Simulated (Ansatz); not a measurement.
The cell is COD entry 9012501, as deposited and not checked against the literature; nothing was relaxed. The listed cell was then made from it by scaling, straining or moving an atom.

Se: DFT, PBE, all-electron PAW with datasets made for the crystal, scalar-relativistic (Ansatz 0.2.0). What sets it apart from a plain run of this crystal: equal xy, yz and zx engineering shear strains of -1 %.

Command: `ansatz run input.yaml --threads 1 --pin off --max-ram 4096MiB --backend cpu --events-out ev --progress --plain --runs-dir out` The run took 14 s on 1 thread of Intel(R) Xeon(R) Platinum 8488C (Sapphire Rapids), with other jobs on the host, peak memory 0.6 GiB.

```yaml
crystal:
  lattice:
    - [4.3661999489, -0.0218309997, -0.0218309997]
    - [-2.2020061749, 3.7921555737, -0.0079907005]
    - [-0.024768, -0.024768, 4.9536]
  atoms:
    - { symbol: Se, position: [0.2254, 0.0, 0.3333333333] }
    - { symbol: Se, position: [0.0, 0.2254, 0.6666666667] }
    - { symbol: Se, position: [0.7746, 0.7746, 0.0] }
kpoints:
  mp_grid: { grid: [6, 6, 5] }
scf:
  occupations: { method: fermi_dirac, width: 0.03 }
hamiltonian:
  xc: pbe
  pseudopotentials: { kind: all_electron, datasets: crystal }
output:
  forces: true
  stress: true
  eigenvalues: true
  efg: { contact_densities: true }
```

Output:

```
hamiltonian.pseudopotentials.datasets: crystal makes datasets for this crystal and solves the spheres of its atoms anew in each pass: cutoff 200.0 eV, the density's 1000.0 eV; for an error of 0.50 meV an atom under PBE, 1.5 meV for the cell; an energy difference from a run of another recipe may be off by several times the error for the cell, under r2SCAN by more, where some 0.1 meV an atom stays at smaller errors; Se in spheres of 1.175 Å, 6 of its electrons in bands, 10 on its site; only band paths and densities of states list, in semicore columns, the levels of the semicore shells that are solved separately: 3d of Se
Engine: ansatz 0.2.0
Pseudopotentials: kind: all_electron
Pseudopotential: Se, paw, valence charge 16, recommended cutoff 200 eV (normal), Koelling and Harmon's equation, gaussian nucleus
Functional definition: PBE
  parameter kappa = 0.804
  parameter beta = 0.06672455060314922
  exchange = pbe_x(kappa = kappa, mu = beta*pi^2/3)
  correlation = pbe_c(beta = beta)
Crystal: 3 atoms, lattice volume = 81.776 Å³
Basis set: ecut = 200 eV, 533 PW (Γ), exchange–correlation on 48×48×54 points (8 copies of the dense FFT grid, shifted against one another)
Bands: 13, of which v1, the nominal top of the filled ones, is band 9 counted from 1 (8 counted from 0)
Symmetry: 1 space group operations
Space group: P1 (ITA 1), of the structure as read, at distance tolerance 4.3e-5 Å
k-points: 92 of 180 (time reversal used)
Non-local potential: Se, projectors of the file, l = 0: 1, l = 1: 2
PAW form: soft (Blöchl's): semilocal exchange-correlation on the pseudo side does not see the compensation charge
PAW one-centre angular grid: Se, 110 points (default); XC on its mesh's 1851 points in the sphere
Initial density: superposition of atomic densities (neutral atoms: chi_scale 0, normalization atom)
Initial wavefunctions: pseudopotential atomic-orbital guess
Functional: x = pbe(κ = 0.804, μ = 0.2195149727645171), c = pbe(β = 0.06672455060314922)
iter 1 solved again at ethr=2.06e-3 eV; its pass at ethr=1.00e-1 eV (dr2=3.71e-1 eV) is discarded
SCF iter   1: F=—  HF=-198377.020717 eV  |F-HF|=—  |Δ(HF+E_count)|=         —  Δρ=2.76e-2  dr2=3.86e-1  ethr=2.06e-3  ⟨swp⟩=4.4  Hψ=7269  notcnv=0
preconditioner: auto → Resta (q_TF=auto, 2.120 Å⁻¹)  ε∞=4.2  [insulator: Δε(μ)=1.358 eV  Ē_g=9.687 eV  σ=0.030 eV  W_gap=1.00  n_scr=20 (ndim 8)  ℏωp=17.4 eV  f_vac=0.000  D(μ)=0.00/eV (n_scr^D=0)  ε∞_Penn≈4.2]
SCF iter   2: F=—  HF=-198376.971340 eV  |F-HF|=—  |Δ(HF+E_count)|=   4.94e-2  Δρ=1.46e-2  dr2=1.13e-1  ethr=2.06e-3  ⟨swp⟩=2.1  Hψ=2397  notcnv=0
iter 3 solved again at ethr=8.97e-6 eV; its pass at ethr=6.26e-4 eV (dr2=1.61e-3 eV) is discarded
SCF iter   3: F=—  HF=-198376.961975 eV  |F-HF|=—  |Δ(HF+E_count)|=   9.37e-3  Δρ=1.52e-3  dr2=1.62e-3  ethr=8.97e-6  ⟨swp⟩=3.6  Hψ=6372  notcnv=0  defer=23
SCF iter   4: F=—  HF=-198376.962739 eV  |F-HF|=—  |Δ(HF+E_count)|=   7.65e-4  Δρ=6.48e-4  dr2=3.28e-4  ethr=8.97e-6  ⟨swp⟩=2.0  Hψ=2088  notcnv=0  defer=4
SCF iter   5: F=—  HF=-198376.963076 eV  |F-HF|=—  |Δ(HF+E_count)|=   3.37e-4  Δρ=9.23e-5  dr2=9.35e-6  ethr=1.82e-6  ⟨swp⟩=3.0  Hψ=2540  notcnv=0  defer=2
SCF iter   6: F=—  HF=-198376.963093 eV  |F-HF|=—  |Δ(HF+E_count)|=   1.72e-5  Δρ=2.92e-5  dr2=9.93e-7  ethr=5.19e-8  ⟨swp⟩=3.0  Hψ=2591  notcnv=0  defer=2
SCF iter   7: F=—  HF=-198376.963094 eV  |F-HF|=—  |Δ(HF+E_count)|=   8.38e-7  Δρ=9.47e-6  dr2=1.20e-7  ethr=5.52e-9  ⟨swp⟩=3.0  Hψ=2587  notcnv=0  defer=1
SCF iter   8: F=-198376.963094 eV  HF=-198376.963094 eV  |F-HF|=1.05e-8  |Δ(HF+E_count)|=   1.98e-7  Δρ=3.67e-6  dr2=2.26e-8  ethr=6.69e-10  ⟨swp⟩=3.0  Hψ=2615  notcnv=0  defer=1
SCF 1 converged in 8 iterations: F = -198376.963087 eV  dr2 = 2.26e-8
  Residual-converged pass: ⟨swp⟩=3.0  Hψ=2576  notcnv=0  max |occ|·‖R‖ = 5.8e-6 eV (tolerance 6.5e-6 eV)  dr2=2.30e-8  dr2_onsite=1.03e-8  max |Δocc| = 6.2e-15
  greatest PAW one-centre occupation: 0.778 electrons in one spin orbital (limit 2), on the Se atom at site 2 (counted from 0), in its partial waves of l = 0
SCF converged after 8 iterations
Free energy (F): -198376.963087 eV
Harris-Foulkes:  -198376.963087 eV  (|F-HF|=1.05e-8)
Internal energy: -198376.963087 eV  (E = F + TS)
E sigma→0 (E₀):  -198376.963087 eV
Past the cutoff: the bands carry plane waves up to 1.75 times it, of which those up to 1.5 times it add -0.000264 eV an atom, each by itself; the spheres take 0.000109 eV an atom off the energy for waves past 1.75 times it
By the cutoff:   a pressure is off by up to 0.005 GPa (1.2 times the spheres' own share and the shells' term, over an atom's volume, and 0.004 GPa: a bound that held against runs at twice the plane waves)
Past the cutoffs: a stress includes 0.0008 GPa for waves and charges beyond them, in addition to the slope of what the spheres take
In the spheres:  the bands' charges fall short by 5.4e-7 e at most (sound up to 1e-3), those of shells solved beside the bands by 3.9e-8 e (sound up to 5e-4)
Fermi energy:    7.984203 eV
--- Per-component energies (eV) ---
  The terms above E_closure are by the made datasets' own strengths, without shells solved beside the bands.
--- Forces (eV/Å), atoms counted from 1 ---
  atom   1  Se     0.44646856     0.08426102     0.17233907
  atom   2  Se    -0.15049960     0.26087164     0.01953711
  atom   3  Se    -0.29597486    -0.34512579    -0.19187602
  max |Σ_I F_I| component: 6.86e-6 eV/Å
--- Stress (GPa, compression-positive) ---
        2.449750       0.382935       0.756903
        0.382935       1.986878       0.516721
        0.756903       0.516721       3.967708
  P = ⅓ Tr σ = 2.8014 GPa (28.014 kbar)
  It holds what live shells' own plane waves past their cutoff add
--- PAW observables at the nuclei: V_zz in 10²¹ V/m², potentials from the cell's mean, atoms counted from 1 ---
  atom   1  Se V_zz =   -51.855716   η = 0.3441   by run symmetry: allowed
            electrostatic potential = -4707.637639 V   contact ρ = 262974.558403 e/Å³
  atom   2  Se V_zz =   -53.157742   η = 0.3294   by run symmetry: allowed
            electrostatic potential = -4707.659768 V   contact ρ = 262974.599110 e/Å³
  atom   3  Se V_zz =   -52.086561   η = 0.3430   by run symmetry: allowed
            electrostatic potential = -4707.638702 V   contact ρ = 262974.722088 e/Å³
--- Band table (eV; the first three rows and the last of 92) ---
  k-point 0: bands = ["-8.4274", "-4.3535", "-4.2653", "3.5647", "3.5851", "3.6686", "5.3587", "5.3778", "7.0007", "9.2418", "9.3500"]
  k-point 1: bands = ["-8.2382", "-5.6210", "-3.0514", "3.1053", "3.7583", "3.8657", "5.4147", "5.7122", "6.7167", "8.9603", "9.0545"]
  k-point 2: bands = ["-7.6822", "-6.7804", "-2.1943", "2.6371", "3.9631", "4.0264", "5.6717", "6.1246", "6.2046", "8.5989", "8.7036"]
  k-point 91: bands = ["-7.2880", "-6.4710", "-3.1988", "1.6157", "2.7956", "3.3964", "5.5032", "5.9792", "7.1763", "9.1894", "10.0760"]
```
